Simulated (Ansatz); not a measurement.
Density of states of a AgCl cell (a random packing of atoms, relaxed), per eV and atom, broadened by Gaussian smearing of width 0.1 eV and averaged over bins of 0.3 eV, from 8 eV under the Fermi level at most up to where the solved bands end.

Theory: DFT PBE, scalar-relativistic, plane waves, PAW (Ansatz).

Settings: cutoff 420 eV, Γ-centred mesh 4×5×5 on the computed 10-atom cell, Gaussian smearing of 0.10 eV; no spin polarisation.

```yaml
crystal:
  lattice:
    - [7.36798, -0.88847, 0.86737]
    - [-0.81926, 6.21173, -0.90561]
    - [0.78831, -0.82151, 6.59699]
  atoms:
    - { symbol: Ag, position: [0.28255, 0.59223, 0.57106] }
    - { symbol: Ag, position: [0.19827, 0.28565, 0.93181] }
    - { symbol: Ag, position: [0.77689, 0.18833, 0.18221] }
    - { symbol: Ag, position: [0.77246, 0.81256, 0.78193] }
    - { symbol: Ag, position: [0.61676, 0.60033, 0.20843] }
    - { symbol: Cl, position: [0.67856, 0.98093, 0.44948] }
    - { symbol: Cl, position: [0.11031, 0.91414, 0.66029] }
    - { symbol: Cl, position: [0.88433, 0.42198, 0.93197] }
    - { symbol: Cl, position: [0.32147, 0.28066, 0.25549] }
    - { symbol: Cl, position: [0.43772, 0.68915, 0.90181] }
```

```tsv
E − E_F (eV)	total	Ag 4d	Cl 3p	Ag 5s	Cl 3s
-5.80	0.296	0.105	0.161	0.022	0.005
-5.50	1.015	0.360	0.557	0.078	0.013
-5.20	0.714	0.245	0.395	0.065	0.004
-4.90	1.268	0.495	0.691	0.066	0.007
-4.60	1.521	0.666	0.809	0.033	0.005
-4.30	1.567	0.673	0.845	0.033	0.005
-4.00	2.034	1.001	0.981	0.031	0.006
-3.70	2.038	1.395	0.583	0.046	0.005
-3.40	1.624	1.286	0.302	0.024	0.006
-3.10	2.832	2.533	0.240	0.043	0.006
-2.80	3.129	2.734	0.330	0.043	0.009
-2.50	1.941	1.434	0.433	0.055	0.007
-2.20	1.581	0.934	0.572	0.055	0.006
-1.90	1.458	0.765	0.630	0.043	0.005
-1.60	1.405	0.709	0.635	0.043	0.005
-1.30	1.398	0.692	0.648	0.042	0.004
-1.00	0.808	0.391	0.383	0.025	0.002
-0.70	0.038	0.018	0.018	0.002	0.000
-0.40	0.000	0.000	0.000	0.000	0.000
-0.10	0.000	0.000	0.000	0.000	0.000
0.20	0.000	0.000	0.000	0.000	0.000
0.50	0.000	0.000	0.000	0.000	0.000
0.80	0.006	0.001	0.001	0.004	0.001
1.10	0.046	0.004	0.009	0.026	0.005
1.40	0.073	0.006	0.015	0.042	0.007
1.70	0.147	0.011	0.034	0.084	0.012
2.00	0.210	0.014	0.049	0.121	0.015
2.30	0.240	0.013	0.054	0.141	0.014
2.60	0.416	0.018	0.081	0.226	0.016
2.90	0.402	0.012	0.067	0.209	0.010
3.20	0.350	0.008	0.054	0.214	0.009
3.50	0.429	0.008	0.062	0.272	0.009
3.80	0.374	0.006	0.053	0.220	0.004
4.10	0.485	0.007	0.063	0.253	0.003
4.40	0.284	0.003	0.026	0.108	0.002
```

The columns after the total are the largest Löwdin projections on the valence shells of the potentials, so they needn't add up, and the weight of a shell that a potential lacks goes to other orbitals. The cell has a gap on the mesh of 1.70 eV.

The relaxation stopped before its thresholds.

The gap is read on a mesh, which can miss the band edges, so it can be too wide.

Cost: 2 runs of about 17 core-minutes in all (earlier runs that led there not counted), on Arm Neoverse N1 (shared hosts).